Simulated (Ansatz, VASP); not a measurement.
# CdF2: VASP beside Ansatz

Contents of POSCAR:

```
CdF2
1.0
    0.0000000000      2.7208544397      2.7208544397
    2.7208544397      0.0000000000      2.7208544397
    2.7208544397      2.7208544397      0.0000000000
Cd F
1 2
Direct
    0.0000000000      0.0000000000      0.0000000000
    0.2500000000      0.2500000000      0.2500000000
    0.7500000000      0.7500000000      0.7500000000
```

INCAR.step1

```
PREC = Accurate
ENCUT = 520
ISMEAR = 0
SIGMA = 0.01
LREAL = False
LASPH = True
NELM = 60
NBANDS = 20
GGA = PE
ALGO = Normal
EDIFF = 1E-4
LWAVE = True
LCHARG = False
```

The input INCAR.step2:

```
PREC = Accurate
ENCUT = 520
EDIFF = 1E-6
ISMEAR = 0
SIGMA = 0.01
LREAL = False
LASPH = True
NELM = 60
ALGO = Normal
ISIF = 2
LWAVE = False
LCHARG = False
METAGGA = R2SCAN
LMIXTAU = True
NBANDS = 20
ISTART = 1
```

Contents of KPOINTS:

```
regular mesh
0
Gamma
  6 6 6
```

Input for Ansatz:

```yaml
crystal:
  lattice:
    - [0.0, 2.7208544397, 2.7208544397]
    - [2.7208544397, 0.0, 2.7208544397]
    - [2.7208544397, 2.7208544397, 0.0]
  atoms:
    - { symbol: Cd, position: [0.0, 0.0, 0.0] }
    - { symbol: F, position: [0.25, 0.25, 0.25] }
    - { symbol: F, position: [0.75, 0.75, 0.75] }
kpoints:
  mp_grid: { grid: [6, 6, 6] }
hamiltonian:
  xc: r2scan
scf:
  occupations: { method: fixed }
  n_extra_bands: 4
output:
  forces: true
  stress: true
  eigenvalues: true
```

Alike in both runs: task single point; functional r2SCAN; k mesh 6 × 6 × 6; no spin polarisation.

```csv
,VASP,Ansatz
version,VASP 6.6.1,Ansatz 0.2.0
potentials or method,"VASP PAW PBE potentials, release 64 (Cd, F)","plane waves, PAW"
plane-wave cutoff (eV),520,500
occupations,"gaussian, width 0.01 eV",fixed
valence electrons in the cell,26,34
```

Ansatz gave:

| Quantity | Value |
| --- | --- |
| gap on the k mesh at the Fermi level (eV) | 3.70 |
| pressure (GPa) | -3.1 |

Q: Which values does VASP return?

A: gap on the k mesh at the Fermi level (eV): 3.66; pressure (GPa): -2.3.

The two sets of potentials don't hold the same shells in valence.

Caveats: the PAW data sets were made with another functional, which shifts forces and pressure a little (VASP). r2SCAN opens gaps a little over a GGA but as a rule still falls short of measured ones. A k mesh can miss the band edges.
